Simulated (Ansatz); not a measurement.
Input of an Ansatz 0.2.0 run:

Contents of input.yaml:

```yaml
crystal:
  lattice:
    - [0.0, 2.8338, 2.8338]
    - [2.8338, 0.0, 2.8338]
    - [2.8338, 2.8338, 0.0]
  atoms:
    - { symbol: Se, position: [0.75, 0.75, 0.75] }
    - { symbol: Zn, position: [0.0, 0.0, 0.0] }
hamiltonian:
  xc: pbe
  pseudopotentials: { kind: paw }
kpoints:
  mp_grid: { grid: [6, 6, 6] }
scf:
  occupations: { method: fixed }
output:
  forces: true
  stress: true
elastic:
  mode: relaxed_ion
  stencil: two_point
```

Potentials or basis: Ansatz PAW.

Command:

```console
$ ansatz run input.yaml --threads 2 --pin off --max-ram 5632MiB --backend cpu --events-out ev --progress --plain --runs-dir out
```

Question: Estimate the elastic constants C11, C12, C44.

Answer: 89, 55, 38 GPa.

Question: Predict the Voigt bulk modulus.

Answer: 66 GPa.

Question: Estimate the band gap on the k mesh.

Answer: 1.29 eV, direct.

Question: Estimate the pressure.

Answer: 2.1 GPa.

Elastic tensor in Voigt notation (GPa, in the Cartesian axes of the cell as first typed):
```
89 55 55  0  0  0
55 89 55  0  0  0
55 55 89  0  0  0
 0  0  0 38  0  0
 0  0  0  0 38  0
 0  0  0  0  0 38
```

**Measured values to compare with.**

“Alloy Disordering Effects on the Thermal Conductivity and Energy Gap Temperature Dependence of Cd1−xZnxSe Ternary Crystals Grown by the Bridgman Method”, 2023, pmc:10253836 reports, for a bulk crystal of ZnSe at 300 K: band gap 2.695 ± 0.003 eV (an exciton energy, a little under the gap).

Against the measured gap of ZnSe, 2.695 eV (an exciton energy, a little under the gap; 300 K; “Alloy Disordering Effects on the Thermal Conductivity and Energy Gap Temperature Dependence of Cd1−xZnxSe Ternary Crystals Grown by the Bridgman Method”, 2023, pmc:10253836), the calculated 1.29 eV is off by -1.41 eV. So large a miss can be the level of theory's own, or it may mean another phase, state or a wrong row. Spin-orbit coupling on Se is left out. The value is that of PBE, without temperature or zero-point motion. Semilocal functionals fall short of measured gaps as a rule.
